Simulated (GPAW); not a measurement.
A run of GPAW 26.7.0:

The input run.py:

```python
from ase import Atoms
from ase.eos import EquationOfState
from ase.io import Trajectory
from ase.units import GPa
from gpaw import GPAW, PW

atoms = Atoms(['Ca', 'F', 'F'],
              cell=[[0.0, 2.731, 2.731],
                    [2.731, 0.0, 2.731],
                    [2.731, 2.731, 0.0]],
              scaled_positions=[[0.0, 0.0, 0.0],
                                [0.75, 0.75, 0.75],
                                [0.25, 0.25, 0.25]],
              pbc=True)

traj = Trajectory('eos.traj', 'w')
volumes, energies = [], []
for x in [0.94, 0.96, 0.98, 1.0, 1.02, 1.04, 1.06]:
    a = atoms.copy()
    a.set_cell(atoms.cell * x**(1 / 3), scale_atoms=True)
    calc = GPAW(mode=PW(800),
                xc='MGGA_X_R2SCAN+MGGA_C_R2SCAN',
                kpts={'size': (8, 8, 8), 'gamma': True},
                occupations={'name': 'fermi-dirac', 'width': 0.05},
                nbands=22,
                convergence={'density': 1e-05, 'energy': 1e-05},
                maxiter=150,
                txt=f'eos-{x:.2f}.txt')
    a.calc = calc
    energies.append(a.get_potential_energy(force_consistent=True))
    volumes.append(a.get_volume())
    p = -a.get_stress()[:3].mean() / GPa
    calc.write(f'eos-{x:.2f}.gpw')
    traj.write(a)
    print(f'{x:.2f} {volumes[-1]:10.4f} A^3 {energies[-1]:14.6f} eV {p:9.3f} GPa', flush=True)

v0, e0, B = EquationOfState(volumes, energies, eos='birchmurnaghan').fit()
print(f'V0 = {v0:.4f} A^3, E0 = {e0:.6f} eV, B0 = {B / GPa:.2f} GPa')
```

Potentials or basis: GPAW PAW data sets (gpaw-data 1.2.1), pw.

The run is started by

```sh
$ OMP_NUM_THREADS=1 python run.py
```

Hardware: 1 thread of Arm Neoverse V2 (shared host).

How long does it take, and how much memory?

Wall time 13 min on 1 thread of Arm Neoverse V2, on a shared host, peak memory 0.58 GiB. Counts: scf iterations 102, plane waves 1996, bands 22, k points 29.
